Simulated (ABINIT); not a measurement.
MgB2:

```
Mg B
1.0
     3.08500    0.00000    0.00000
    -1.54250    2.67169    0.00000
     0.00000    0.00000    3.52300
Mg B
1 2
Direct
  0.00000 0.00000 0.00000
  0.66667 0.33333 0.50000
  0.33333 0.66667 0.50000
```

Base run:

```yaml
Program: ABINIT 10.8.3 (patched build)
Functional: RPBE
Potentials_or_basis: JTH PAW PBE v2.0
Cutoff: 517 eV
k_mesh: 10 × 10 × 8
Occupations: fermi-dirac, width 0.05 eV
Spin: no spin polarisation
```

Its results: band gap on the k mesh none (metal or under the smearing width); pressure 1.8 GPa.

Task: The run is repeated on the same cell with these changes: functional from RPBE to BP86. What comes out?

Result: Band gap on the k mesh none (metal or under the smearing width); pressure -0.4 GPa.

Caveats: the PAW data sets were made with another functional, which shifts forces and pressure a little; the atomic spheres overlap.
